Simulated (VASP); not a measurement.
# Mg (I4/mmm) in VASP: a series of runs, part 2 of 2

VASP 6.6.1. The steps go on from the part before.

## Step 3: Single point, revPBE+D3(BJ), collinear spin, typed start

The input, INCAR:

```
SYSTEM = Mg
ALGO = Normal
EDIFF = 1E-7
ENCUT = 520
GGA = RE
ISIF = 2
ISMEAR = 1
ISPIN = 2
IVDW = 12
LASPH = .True.
LCHARG = .False.
LORBIT = 11
LREAL = .False.
LWAVE = .False.
MAGMOM = 0.08
NBANDS = 11
NELM = 150
PREC = Accurate
SIGMA = 0.05
```

The input, KPOINTS:

```
k-points
0
Gamma
  11 11 11
  0 0 0
```

The input, POSCAR:

```
Mg
1.0
   -1.8359916300      1.8359916300      1.6794040200
    1.8359916300     -1.8359916300      1.6794040200
    1.8359916300      1.8359916300     -1.6794040200
Mg
1
Direct
    0.0000000000      0.0000000000      0.0000000000
```

Potentials or basis: VASP PAW PBE potentials, release 64 (Mg).

Launch:

```sh
$ cat potpaw_PBE.64/Mg/POTCAR > POTCAR
$ mpirun -np 1 vasp_std > vasp.out
```

OUTCAR:

```text
SYSTEM = Mg
   EDIFF = 1E-7
   ENCUT = 520
   GGA = RE
   ISIF = 2
   ISMEAR = 1
   ISPIN = 2
   IVDW = 12
   LASPH = .True.
   LORBIT = 11
   LREAL = .False.
   NELM = 150
   PREC = Accurate
 IVDW          = 12

 ion  position               nearest neighbor table
   1  0.000  0.000  0.000-

  LATTYP: Found a body centered tetragonal cell.
 ALAT       =     3.6719832600
 C/A-ratio  =     0.9147122419

  Lattice vectors:

 A1 = (  -1.8359916300,   1.8359916300,   1.6794040200)
 A2 = (   1.8359916300,  -1.8359916300,   1.6794040200)
 A3 = (   1.8359916300,   1.8359916300,  -1.6794040200)

Analysis of symmetry for initial positions (statically):
=====================================================================
 Subroutine PRICEL returns:
 Original cell was already a primitive cell.

 Routine SETGRP: Setting up the symmetry group for a
 body centered tetragonal supercell.

 Subroutine GETGRP returns: Found 16 space group operations
 (whereof 16 operations were pure point group operations)
 out of a pool of 16 trial point group operations.

The static configuration has the point symmetry D_4h.

Analysis of symmetry for dynamics (positions and initial velocities):
=====================================================================
 Subroutine PRICEL returns:
 Original cell was already a primitive cell.

 Routine SETGRP: Setting up the symmetry group for a
 body centered tetragonal supercell.

 Subroutine GETGRP returns: Found 16 space group operations
 (whereof 16 operations were pure point group operations)
 out of a pool of 16 trial point group operations.

The dynamic configuration has the point symmetry D_4h.

Analysis of structural, dynamic, and magnetic symmetry:
=====================================================================
 Subroutine PRICEL returns:
 Original cell was already a primitive cell.

 Routine SETGRP: Setting up the symmetry group for a
 body centered tetragonal supercell.

 Subroutine GETGRP returns: Found 16 space group operations
 (whereof 16 operations were pure point group operations)
 out of a pool of 16 trial point group operations.

The overall configuration has the point symmetry D_4h.

 Subroutine INISYM returns: Found 16 space group operations
 (whereof 16 operations are pure point group operations),
 and found     1 'primitive' translations

----------------------------------------------------------------------------------------

                                     Primitive cell

  volume of cell :      22.6442

  direct lattice vectors                    reciprocal lattice vectors
    -1.835991630  1.835991630  1.679404020     0.000000000  0.272332396  0.297724665
     1.835991630 -1.835991630  1.679404020     0.272332396  0.000000000  0.297724665
     1.835991630  1.835991630 -1.679404020     0.272332396  0.272332396  0.000000000

  length of vectors
     3.092269133  3.092269133  3.092269133     0.403490905  0.403490905  0.385136168

  position of ions in fractional coordinates (direct lattice)
     0.000000000  0.000000000  0.000000000

  ion indices of the primitive-cell ions
   primitive index   ion index
                 1           1

----------------------------------------------------------------------------------------

 KPOINTS: k-points

Automatic generation of k-mesh.
 Grid dimensions read from file:
 generate k-points for:   11   11   11

 Generating k-lattice:

  Cartesian coordinates                     Fractional coordinates (reciprocal lattice)
     0.000000000  0.024757491  0.027065879     0.090909091  0.000000000  0.000000000
[... 73 lines left out ...]
   EFERMI =   0.00;   METHOD = LEGACY
   ISMEAR =     1;   SIGMA  =   0.05  broadening in eV -4-tet -1-fermi 0-gaus
   EFERMI_NEDOS =   21; number of points for ismear=-14 and -15
   IALGO  =     38    algorithm
   IMIX   =      4    mixing-type and parameters
     AMIX     =   0.40;   BMIX     =  1.00
     AMIX_MAG =   1.60;   BMIX_MAG =  1.00
  volume/ion in A,a.u.               =      22.64       152.81
  Fermi-wavevector in a.u.,A,eV,Ry     =   0.729065  1.377732  7.231974  0.531535
  Thomas-Fermi vector in A             =   1.820694
   LORBIT       =     11    0 simple, 1 ext, 2 COOP (PROOUT), +10 PAW based schemes
   GGA     = RE    functional components
   LHFCALC =     F    Hartree Fock is set to
   AEXX    =    0.0000 exact exchange contribution
   IVDW    =    12    specifies the selected vdW correction
   LEPSILON=     F    determine dielectric tensor
   LRPA    =     F    only Hartree local field effects (RPA)
 spin polarized calculation
 Methfessel and Paxton  Order N= 1 SIGMA  =   0.05
  energy-cutoff  :      520.00
  volume of cell :       22.64
 maximum number of plane-waves:       618
   NGX = 11   NGY = 11   NGZ = 11

 number of electron       2.0000000 magnetization      -0.0000304

 number of electron       2.0000000 magnetization       0.0000250

 Free energy of the ion-electron system (eV)
  ---------------------------------------------------
  ext. energy  EPLUGINS =         0.00000000
  ---------------------------------------------------
  free energy    TOTEN  =        -1.32935894 eV

  energy without entropy =       -1.32948706  energy(sigma->0) =       -1.32940164

 E-fermi :   2.8411     XC(G=0):  -8.4538

 val. band max:        2.7965247437   @ k =   0.3636   0.3636   0.0000
 cond. band min:       2.8616670162   @ k =  -0.2727  -0.4545   0.2727
 fundamental gap:      0.0651422725
 Fermi energy:         2.8410989721

 spin component 1

 k-point     1 :       0.0000    0.0000    0.0000
  band No.  band energies     occupation
      1      -4.1930      1.00000
      2      14.7982      0.00000
      3      16.6668      0.00000
      4      16.6668      0.00000
      5      16.9616      0.00000
      6      17.2479      0.00000
      7      17.2479      0.00000
      8      18.9835      0.00000
      9      19.0488      0.00000
     10      19.5155      0.00000
     11      19.5155      0.00000
[... 310 lines left out ...]
  band No.  band energies     occupation
      1      -3.4556      1.00000
      2       9.9032      0.00000
      3      14.7139      0.00000
      4      15.0300      0.00000
      5      15.9963      0.00000
      6      16.3097      0.00000
      7      17.8328      0.00000
      8      18.6792      0.00000
      9      21.8388      0.00000
     10      23.4238      0.00000
     11      23.5263      0.00000

 [... further k-points ...]

 spin component 2

 k-point     1 :       0.0000    0.0000    0.0000
  band No.  band energies     occupation
      1      -4.1930      1.00000
      2      14.7982      0.00000
      3      16.6668      0.00000
      4      16.6668      0.00000
      5      16.9617      0.00000
      6      17.2479      0.00000
      7      17.2479      0.00000
      8      18.9835      0.00000
      9      19.0487      0.00000
     10      19.5156      0.00000
     11      19.5156      0.00000
[... 310 lines left out ...]
  band No.  band energies     occupation
      1      -3.4556      1.00000
      2       9.9032      0.00000
      3      14.7138      0.00000
      4      15.0301      0.00000
      5      15.9963      0.00000
      6      16.3097      0.00000
      7      17.8328      0.00000
      8      18.6792      0.00000
      9      21.8388      0.00000
     10      23.4238      0.00000
     11      23.5263      0.00000

 [... further k-points ...]

------------------------ aborting loop because EDIFF is reached ----------------------------------------

 Edisp (eV)   -0.55039

 E8    (eV) :    -0.3866

  FORCE on cell =-STRESS in cart. coord.  units (eV):
  Direction    XX          YY          ZZ          XY          YZ          ZX
  --------------------------------------------------------------------------------------
  -------------------------------------------------------------------------------------
  Total      -0.37971    -0.37971    -0.26345     0.00000    -0.00000     0.00000
  in kB     -26.86607   -26.86607   -18.63992     0.00000    -0.00000     0.00000
  external pressure =      -24.12 kB  Pullay stress =        0.00 kB

 VOLUME and BASIS-vectors are now :
 -----------------------------------------------------------------------------
  energy-cutoff  :      520.00
  volume of cell :       22.64
      direct lattice vectors                 reciprocal lattice vectors
    -1.835991630  1.835991630  1.679404020     0.000000000  0.272332396  0.297724665
     1.835991630 -1.835991630  1.679404020     0.272332396  0.000000000  0.297724665
     1.835991630  1.835991630 -1.679404020     0.272332396  0.272332396  0.000000000

 POSITION                                       TOTAL-FORCE (eV/Angst)
 -----------------------------------------------------------------------------------
      0.00000      0.00000      0.00000         0.000000     -0.000000      0.000000
 -----------------------------------------------------------------------------------
    total drift:                                0.000000      0.000000      0.000000

  FREE ENERGIE OF THE ION-ELECTRON SYSTEM (eV)
  ---------------------------------------------------
  free  energy   TOTEN  =        -1.8797480862 eV

  energy  without entropy=       -1.8798762136  energy(sigma->0) =       -1.87979080

 total charge

# of ion       s       p       d       tot
------------------------------------------
    1        0.207   0.125   0.012   0.344

 magnetization (x)

# of ion       s       p       d       tot
------------------------------------------
    1        0.000   0.000   0.000   0.000
```

OSZICAR:

```text
N       E                     dE             d eps       ncg     rms          rms(c)
DAV:   1     0.125696047863E+00    0.12570E+00   -0.54967E+02  5864   0.911E+01
DAV:   2    -0.131669021493E+01   -0.14424E+01   -0.13992E+01  6994   0.175E+01
DAV:   3    -0.133220272129E+01   -0.15513E-01   -0.15495E-01  6990   0.123E+00
DAV:   4    -0.133222591214E+01   -0.23191E-04   -0.23190E-04  6296   0.492E-02
DAV:   5    -0.133222601015E+01   -0.98010E-07   -0.97897E-07  6689   0.307E-03    0.720E-01
DAV:   6    -0.133248665146E+01   -0.26064E-03   -0.50596E-04  6137   0.105E-01    0.455E-01
DAV:   7    -0.132924090051E+01    0.32458E-02   -0.18536E-03  5846   0.173E-01    0.459E-02
DAV:   8    -0.132934983927E+01   -0.10894E-03   -0.25426E-04  6431   0.508E-02    0.218E-02
DAV:   9    -0.132935628926E+01   -0.64500E-05   -0.13115E-05  6463   0.144E-02    0.116E-02
DAV:  10    -0.132935817561E+01   -0.18863E-05   -0.29134E-06  6493   0.585E-03    0.275E-03
DAV:  11    -0.132935890834E+01   -0.73273E-06   -0.97566E-07  6149   0.371E-03    0.544E-04
DAV:  12    -0.132935893522E+01   -0.26882E-07   -0.11605E-07  6302   0.123E-03
   1 F= -.18797481E+01 E0= -.18797908E+01  d E =0.128127E-03  mag=     0.0000
```

It took 20 s on 1 thread of AMD EPYC 9R45 (Zen 5), shared host; peak memory 0.16 GiB.

What came out:

- Free energy: -1.8797 eV
- Pressure: -2.4 GPa
- Band gap on the k mesh: none (metal or under the smearing width)
- Net moment: 0.00 μB per cell
- Valence electrons inside the program's atomic spheres: Mg 0.34
- Dispersion energy per atom: -0.550 eV

Stress tensor (GPa, compression positive):
```
-2.69  0.00  0.00
 0.00 -2.69  0.00
 0.00  0.00 -1.86
```

Caveat: the PAW data sets were made with another functional, which shifts forces and pressure a little; pairwise dispersion overbinds metals, which lowers pressure and volume.

## Step 4: Single point, PBE (cell strained at random at fixed volume)

The input, INCAR:

```
  PREC = Accurate
  ENCUT = 520
  EDIFF = 1E-6
  ISMEAR = -1
  SIGMA = 0.06
  LREAL = False
  LASPH = True
  NELM = 100
  ALGO = Fast
  ISIF = 2
  LWAVE = False
  LCHARG = False
  GGA = PE
  NBANDS = 7
```

The input, KPOINTS:

```
Automatic mesh
0
Gamma
  6 6 6
```

The input, POSCAR:

```
Mg
1.0
   -1.7710160000      1.8245280000      1.6892360000
    1.8076520000     -1.8040640000      1.7069160000
    1.8198170000      1.8528650000     -1.6668640000
Mg
1
Direct
    0.0000000000      0.0000000000      0.0000000000
```

Launch:

```sh
$ cat potpaw_PBE.64/Mg/POTCAR > POTCAR
$ mpirun -np 1 vasp_std > vasp.out
```

Wall time 4.5 s (1 thread of Intel Xeon 6975P-C (Granite Rapids), shared host); peak memory 0.14 GiB.

Results (log left out):

```
Free energy            : -1.4720 eV
Pressure               : 0.5 GPa
Band gap on the k mesh : none (metal or under the smearing width)
```

Stress tensor (GPa, compression positive):
```
-0.57 -0.16 -0.17
-0.16 -0.87 -0.09
-0.17 -0.09  2.84
```

Levels at points of the mesh, in eV from the Fermi level:
| k point | band 1 | band 2 | band 3 | band 4 |
| --- | --- | --- | --- | --- |
| (0.00, 0.00, 0.00) | -7.12 | 11.96 | 13.34 | 13.68 |
| (0.50, 0.00, 0.00) | -1.58 | -0.96 | 8.32 | 9.16 |
| (0.00, 0.50, 0.00) | -1.57 | -0.94 | 8.12 | 8.98 |
| (0.50, 0.50, 0.00) | -1.72 | -1.18 | 9.37 | 9.87 |
| (0.00, 0.00, 0.50) | -1.93 | -1.55 | 9.54 | 10.38 |
| (0.50, 0.00, 0.50) | -1.37 | -0.63 | 7.95 | 8.49 |
| (0.00, 0.50, 0.50) | -1.48 | -0.79 | 8.17 | 8.70 |
| (0.50, 0.50, 0.50) | 3.06 | 3.41 | 3.53 | 4.08 |

Caveat: the k mesh is coarse (spacing up to 0.42 Å⁻¹), so the values aren't converged.

## Step 5: The runs side by side

| level | spin | cell | k mesh | smearing | mesh quality | gap on the mesh (eV) | pressure (GPa) |
| --- | --- | --- | --- | --- | --- | --- | --- |
| PBE | off | as given | 6 × 6 × 6 | fermi-dirac 0.02 eV | coarse | none | 0.6 |
| revPBE+D3(BJ) | collinear, typed start | as given | 11 × 11 × 11 | methfessel-paxton 0.05 eV | not flagged | none | -2.4 |
| PBE | off | cell strained at random at fixed volume | 6 × 6 × 6 | fermi-dirac 0.06 eV | coarse | none | 0.5 |

Alike in all rows: task single point; potentials or basis VASP PAW PBE potentials, release 64 (Mg); cutoff (eV) 520.

Caveats: some runs use coarse meshes; the PAW data sets were made with another functional, which shifts forces and pressure a little (some runs); pairwise dispersion overbinds metals, which lowers pressure and volume (some runs).

Absolute energies hang on the potentials; compare differences alone.
